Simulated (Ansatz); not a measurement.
TePb, 2 atoms in the cell. The structure is cubic, space group Fm-3m (No. 225). The conventional cell has a = 6.192 Å, b = 6.192 Å, c = 6.192 Å, α = 90.00°, β = 90.00°, γ = 90.00°. Pb (site symmetry m-3m) is surrounded by 6 Te at 3.10 Å. Te (site symmetry m-3m) is surrounded by 6 Pb at 3.10 Å.  The cell isn't the ideal one: volume scaled by 0.88.

* Program: Ansatz 0.2.0
* Task: elastic constants
* Functional: PBE
* Potentials or basis: Ansatz NC
* Cutoff: 1120 eV (not typed: the program's choice for these potentials)
* k mesh: 6 × 6 × 6
* Occupations: fixed
* Spin: no spin polarisation
* Atoms under strain: relaxed

Potentials or basis: Ansatz NC.

Command:

```sh
$ ansatz run input.yaml --threads 1 --pin off --max-ram 2560MiB --backend cpu --events-out ev --progress --plain --runs-dir out
```

Hardware: 1 thread of Arm Neoverse V1, with other jobs on the host.

Problem. How long does it take, and how much memory?

Solution. It took 45 s on 1 thread of Arm Neoverse V1 (shared host), peak memory 0.46 GiB. Counts: scf iterations 37, plane waves 5029, k points 16, bands 19.
